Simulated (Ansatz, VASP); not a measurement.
BN in VASP and in Ansatz

File INCAR:

```
PREC = Accurate
ENCUT = 520
EDIFF = 1E-6
ISMEAR = 0
SIGMA = 0.05
LREAL = False
LASPH = True
NELM = 100
ALGO = Normal
ISIF = 2
LWAVE = False
LCHARG = False
GGA = PE
NBANDS = 16
```

The input KPOINTS:

```
regular mesh
0
Gamma
  6 6 6
```

Contents of POSCAR:

```
BN
1.0
    0.0000000000     -1.8123937734     -1.8123937734
   -1.8123937734      0.0000000000     -1.8123937734
    1.8123937734      1.8123937734     -3.6247875468
B N
2 2
Direct
   -0.0063974680      0.0285243107      0.0000000000
    0.5063974680      0.4714756893      0.5000000000
    0.3684530531      0.4041907904      0.8750000000
    0.8815469469      0.8458092096      0.3750000000
```

Input for Ansatz:

```yaml
crystal:
  lattice:
    - [0.0, -1.8123937734, -1.8123937734]
    - [-1.8123937734, 0.0, -1.8123937734]
    - [1.8123937734, 1.8123937734, -3.6247875468]
  atoms:
    - { symbol: B, position: [-0.006397468, 0.0285243107, 0.0] }
    - { symbol: B, position: [0.506397468, 0.4714756893, 0.5] }
    - { symbol: "N", position: [0.3684530531, 0.4041907904, 0.875] }
    - { symbol: "N", position: [0.8815469469, 0.8458092096, 0.375] }
basis:
  ecutwfc: 520.0
kpoints:
  mp_grid: { grid: [6, 6, 6] }
hamiltonian:
  xc: pbe
scf:
  occupations: { method: gaussian, width: 0.05 }
output:
  forces: true
  stress: true
  eigenvalues: true
```

Change from the starting cell: mode 4 frozen in at -0.068 Å, equal normal strain along x and y +0.0000.

Alike in both runs: task single point; functional PBE; k mesh 6 × 6 × 6; occupations gaussian, width 0.05 eV; no spin polarisation.

|  | VASP | Ansatz |
| --- | --- | --- |
| version | VASP 6.6.1 | Ansatz 0.2.0 |
| potentials or method | VASP PAW PBE potentials, release 64 (B, N) | scalar-relativistic, plane waves, PAW |
| plane-wave cutoff (eV) | 520 | 520 |
| valence electrons in the cell | 16 | 16 |

|  | VASP | Ansatz | Ansatz less VASP |
| --- | --- | --- | --- |
| gap on the k mesh at the Fermi level (eV) | 4.36 | 4.38 | +0.011 |
| least direct gap on the mesh (eV) | 6.31 | 6.32 | +0.013 |
| pressure (GPa) | 0.1 | -0.1 | -0.21 |
| largest component of the traceless stress (GPa) | 0.96 | 0.96 | 0.000 |
| rms of the force components (eV/Å) | 0.417 | 0.417 | +0.0003 |

Atom by atom the forces differ by 0.000 eV/Å (rms over components). The functional is the same, so the differences come from potentials, cutoffs and numerics.

Caveats: the k mesh is coarse (spacing up to 0.48 Å⁻¹), so the values aren't converged. A k mesh can miss the band edges.
